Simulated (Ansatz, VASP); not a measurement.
# Two plane-wave programs on LaO6

```xyz
7
Lattice="4.6810 0.0000 0.0000 0.0000 4.6810 0.0000 0.0000 0.0000 4.6810" Properties=species:S:1:pos:R:3 pbc="T T T"
La    0.0000    0.0000    0.0000
O     4.0219    2.3405    2.3405
O     0.6591    2.3405    2.3405
O     2.3405    2.3405    4.0219
O     2.3405    2.3405    0.6591
O     2.3405    0.6591    2.3405
O     2.3405    4.0219    2.3405
```

Change from the starting cell: species swapped into the PrB6 type (Pm-3m, No. 221).

Alike in both runs: task relaxation of cell and atoms; functional PBE; k mesh 8 × 8 × 8; occupations gaussian, width 0.1 eV; no spin polarisation.

|  | VASP | Ansatz |
| --- | --- | --- |
| version | VASP 6.6.1 | Ansatz 0.2.0 |
| potentials or method | VASP PAW PBE potentials, release 64 (La, O) | scalar-relativistic, plane waves, PAW |
| plane-wave cutoff (eV) | 600 | 420 |
| valence electrons in the cell | 47 | 47 |

VASP gave:

```
gap on the k mesh at the Fermi level, each at its own relaxed structure (eV) : none
relaxed volume (Å³/atom)                                                     : 14.70
relaxed cell length with the largest relative difference (Å)                 : 4.686
energy change over the relaxation (meV/atom)                                 : -1
```

Q: What did Ansatz give for the same quantities?

A: gap on the k mesh at the Fermi level, each at its own relaxed structure (eV): none; relaxed volume (Å³/atom): 14.77; relaxed cell length with the largest relative difference (Å): 4.693; energy change over the relaxation (meV/atom): 0.

A gap of «none» marks a metal or a gap that the smearing closes.

Caveats: an odd number of electrons without spin polarisation forces a metal; a magnetic or distorted state may lie lower. Spin-orbit coupling is left out, which matters for the levels of La.
